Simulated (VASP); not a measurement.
The system is Te.

```
Te
1.0
     4.48299    0.00000    0.00000
    -2.24149    3.88238    0.00000
     0.00000    0.00000    6.12006
Te
3
Direct
  0.27954 0.00000 0.33333
  0.00000 0.27954 0.66667
  0.72046 0.72046 0.00000
```

The cell isn't the ideal one: a relaxed cell with its volume scaled by 1.06.

| Property | Result |
| --- | --- |
| Program | VASP 6.6.1 |
| Task | relaxation of shape and atoms at fixed volume |
| Functional | rev-vdW-DF2 |
| Potentials or basis | VASP PAW PBE potentials, release 64 (Te) |
| Cutoff | 600 eV |
| k mesh | 9 × 9 × 6 |
| Occupations | gaussian, width 0.03 eV |
| Spin | no spin polarisation |

At the start: pressure -2.5 GPa; volume 35.51 Å³/atom.

Task: Where does the relaxation end?

Result: Over 6 steps the energy falls by 7.7 meV/atom; space group P3_121 (No. 152, to 0.05 Å).

The path:
| step | energy change (eV) | largest force (eV/Å) | pressure (GPa) |
| --- | --- | --- | --- |
| 1 | 0.0000 | 0.2099 | -2.52 |
| 2 | -0.0098 | 0.1727 | -2.24 |
| 3 | -0.0220 | 0.0542 | -1.46 |
| 4 | -0.0222 | 0.0355 | -1.34 |
| 5 | -0.0228 | 0.0194 | -1.31 |
| 6 | -0.0231 | 0.0048 | -1.26 |

Final structure:
```
CELL_PARAMETERS angstrom
4.53337 0.00000 0.00000
-2.26669 3.92601 0.00000
0.00000 0.00000 5.98478
ATOMIC_POSITIONS crystal
Te 0.26896 0.00000 0.33333
Te 0.00000 0.26896 0.66667
Te 0.73104 0.73104 0.00000
```

Caveat: the PAW data sets were made with another functional, which shifts forces and pressure a little.
